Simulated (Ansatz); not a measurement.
Runs of Ansatz 0.2.0 on HfC. Symmetry: Fm-3m, No. 225, cubic system. Conventional cell: a = 4.650 Å, b = 4.650 Å, c = 4.650 Å, α = 90.00°, β = 90.00°, γ = 90.00°. Around Hf (site symmetry m-3m) lie 6 C at 2.33 Å. Around C (site symmetry m-3m) lie 6 Hf at 2.33 Å. 

```tsv
task	level	cutoff (eV)	points for each segment of the path	gap on the mesh (eV)	pressure (GPa)	V0 of scaled cells (Å³/atom)	B0 (GPa)
band structure	LDA	420	14	none	-11.9	-	-
band structure	r2SCAN	500	14	none	-1.4	-	-
band structure	PBE	420	14	none	(b)	-	-
equation of state	LDA	420	-	-	-	11.95	261
equation of state	r2SCAN	500	-	-	-	(a)	245
```

Alike in all rows: potentials or basis Ansatz PAW; no spin polarisation; cell as given; k mesh 10 × 10 × 10; smearing fermi-dirac 0.05 eV.

Task: Fill in the values left out.

Result: (a) 12.50; (b) 0.2.

Caveats: spin-orbit coupling is left out, which moves the levels of the heavy elements (some runs); the PAW data sets come from PBE, with cores solved anew for the run's functional, which leaves a small shift of forces and pressure (some runs); the PAW data sets were made with another functional, which shifts forces and pressure a little (some runs).

A k mesh can miss the band edges, and the runs leave out spin-orbit coupling on Hf.

A gap of «none» marks a metal or a gap under the smearing width.
